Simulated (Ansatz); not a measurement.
Results of LDA in Ansatz (plane waves, PAW) for rock-salt LiI.

Settings: plane-wave cutoff 520 eV, 10×10×10 k mesh, Fermi–Dirac smearing 0.01 eV, scalar-relativistic PAW data made under PBE.

Properties against volume:

| V (Å³/atom) | P (GPa) | direct gap at Γ (eV) | smallest gap on the k mesh (eV) |
|---|---|---|---|
| 22.982 | 1.83 | 4.828 | 4.296 |
| 23.471 | 1.15 | 4.714 | 4.293 |
| 23.960 | 0.54 | 4.608 | 4.291 |
| 24.449 | 0.00 | 4.507 | 4.287 |
| 24.938 | -0.49 | 4.412 | 4.284 |
| 25.427 | -0.92 | 4.323 | 4.279 |
| 25.916 | -1.32 | 4.238 | 4.224 |

The fundamental gap (4.29 eV at the equilibrium volume, with added k points) lies elsewhere than Γ–Γ.

Measured, for comparison: band gap 6.4 eV (temperature not stated, not corrected to a static lattice, our sources range from 6.10 to 6.40; as tabulated in Aguado et al. (1998), arXiv:cond-mat/9809176).

Spin–orbit coupling is not included; with these elements it can move the gap by several tenths of an eV or more.

Ansatz is a program for electronic structure.
